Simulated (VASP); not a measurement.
The system is CO2.

```
CELL_PARAMETERS angstrom
-1.77590 1.77590 2.95920
1.77590 -1.77590 2.95920
1.77590 1.77590 -2.95920
ATOMIC_POSITIONS crystal
C 0.00000 0.00000 0.00000
C 0.75000 0.25000 0.50000
O 0.37500 0.33900 0.46400
O 0.66100 0.12500 0.03600
O 0.87500 0.91100 0.53600
O 0.08900 0.62500 0.96400
```

```yaml
Program: VASP 6.6.1
Task: relaxation of cell and atoms
Functional: PBE
Dispersion: D3(BJ)
Potentials_or_basis: VASP PAW PBE potentials, release 64 (C, O)
Cutoff: 600 eV
k_mesh: 12 × 12 × 12
Occupations: gaussian, width 0.03 eV
Spin: no spin polarisation
```

At the start: pressure 36.2 GPa; volume 6.22 Å³/atom.

**Question.** How do energy, volume and symmetry change on relaxing?

**Answer.** Over 20 steps the energy falls by 198.2 meV/atom and the volume is 7.74 Å³/atom (+24.4 %); space group I-42d (No. 122, to 0.05 Å).

Step by step:
```tsv
step	energy change (eV)	largest force (eV/Å)	pressure (GPa)	volume (Å³)
1	0.0000	1.2790	36.17	37.33
2	-0.7809	1.7623	-13.34	45.44
3	-0.8056	1.6871	-7.37	43.99
4	-1.0155	0.6077	7.09	44.68
5	-1.0408	0.0518	3.22	44.51
6	-1.1140	0.0104	0.52	45.53
7	-1.1662	0.0513	-4.84	47.77
8	-1.1680	0.0378	-3.87	47.35
9	-1.1755	0.3901	3.85	46.31
10	-1.1830	0.2091	0.54	46.74
11	-1.1883	0.0291	-0.66	46.65
12	-1.1886	0.0150	-0.45	46.66
13	-1.1888	0.0343	0.26	46.50
14	-1.1888	0.0306	0.14	46.53
15	-1.1889	0.0056	-0.04	46.49
16	-1.1889	0.0078	-0.07	46.48
17	-1.1890	0.0016	0.11	46.44
18	-1.1890	0.0014	0.17	46.43
19	-1.1890	0.0121	-0.12	46.46
20	-1.1890	0.0071	-0.03	46.45
```

Final structure:
```xyz
6
Lattice="-1.9705 1.9705 2.9906 1.9705 -1.9705 2.9906 1.9705 1.9705 -2.9906" Properties=species:S:1:pos:R:3 pbc="T T T"
C     0.0000    0.0000    0.0000
C     0.0000    1.9705    1.4953
O     0.6601    0.9853    0.7477
O    -0.9853    1.3104    2.2430
O     1.3104    0.9853    3.7383
O     2.9558    0.6601   -0.7477
```

Caveat: the volume moved by over 15 % at a fixed basis, so the end points are rough; the volume moved by +24 % from the deposited cell, more than functionals usually miss.
